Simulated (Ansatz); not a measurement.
Crystal: O.

```
CELL_PARAMETERS angstrom
2.85140 -1.66242 0.00000
2.85140 1.66242 0.00000
-2.39449 0.00000 3.64705
ATOMIC_POSITIONS crystal
O 0.97455 0.97455 0.84443
O 0.02545 0.02545 0.15557
```

| Property | Result |
| --- | --- |
| Program | Ansatz 0.2.0 |
| Task | single point |
| Functional | PBE |
| Potentials or basis | all-electron LAPW, scalar-relativistic |
| Cutoff | 871 eV (chosen from the basis error) |
| Basis error allowed | 0.001 eV/atom |
| k mesh | 10 × 10 × 7 |
| Occupations | fermi-dirac, width 0.05 eV |
| Spin | no spin polarisation |

On this cell: pressure -2.1 GPa; largest force 0.348 eV/Å; band gap on the k mesh none (metal or under the smearing width).

The same run follows on a disturbed copy (atoms moved at random, drawn with an rms of 0.05 Å):

```
O
1.0
     2.85140   -1.66242    0.00000
     2.85140    1.66242    0.00000
    -2.39449    0.00000    3.64705
O
2
Direct
  0.97599 0.97814 0.83922
  0.00632 0.04506 0.16634
```

What does the disturbed cell give?

The energy (extrapolated to zero smearing) moves by +92.5 meV/atom; pressure -9.8 GPa; largest force 4.174 eV/Å; band gap on the k mesh none (metal or under the smearing width).

Forces on the atoms (eV/Å):
```
O   -1.732  0.230  3.790
O    1.732 -0.230 -3.790
```

Stress tensor (GPa, compression positive):
```
 -3.11   0.44   9.46
  0.44  -2.85  -1.14
  9.46  -1.14 -23.51
```

Caveats: spin is off for a triplet molecule.
